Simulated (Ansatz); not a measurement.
**CuI: what the electron mass says about interband coupling**

The calculation used DFT PBE, scalar-relativistic, plane waves, PAW (Ansatz).

Plane waves to 420 eV, a k mesh through Γ of 8×8×8 on the computed 2-atom cell and Gaussian smearing (0.02 eV); no spin polarisation.

Relaxed cell: F-43m, a = 6.078 Å, b = 6.078 Å, c = 6.078 Å, α = 90.00°, β = 90.00°, γ = 90.00°, 2 atoms in the primitive cell.

The direct gap at Γ is 1.102 eV, and at Γ the conduction band has a mass of 0.1507 mₑ and the lightest hole 0.2196 mₑ, both along x.

Q: Use two-band k·p theory to get the Kane energy. As an exercise, what mass follows if the true gap is 1.5 times the computed one (semilocal functionals can miss by more, threefold or worse in zinc and cadmium oxides)?

A: Coupling to the valence top alone gives mₑ/m* = 1 + E_P/E_g, so E_P = E_g (mₑ/m* − 1) = 1.102 × (6.64 − 1) = 6.2 eV. The light hole is the mirror band, mₑ/mₗₕ = E_P/E_g − 1, and gives 6.1 eV; the spread shows what other bands add. Fits to experiment give about 15 to 31 eV for common tetrahedral semiconductors; the figure from the electron is a net one, lowered by higher conduction bands, and semilocal functionals tend to give less. With E_P fixed and E_g = 1.65 eV the mass becomes 0.21 mₑ: in this model the mass grows with the gap, in proportion where E_P ≫ E_g, which is why functionals that close gaps give light electrons. A correction that opens the gap also strengthens the coupling, so the true mass usually rises less. Remote bands and spin-orbit splitting are left out of the model.

Spin-orbit coupling is left out, which matters for the bands of heavy elements.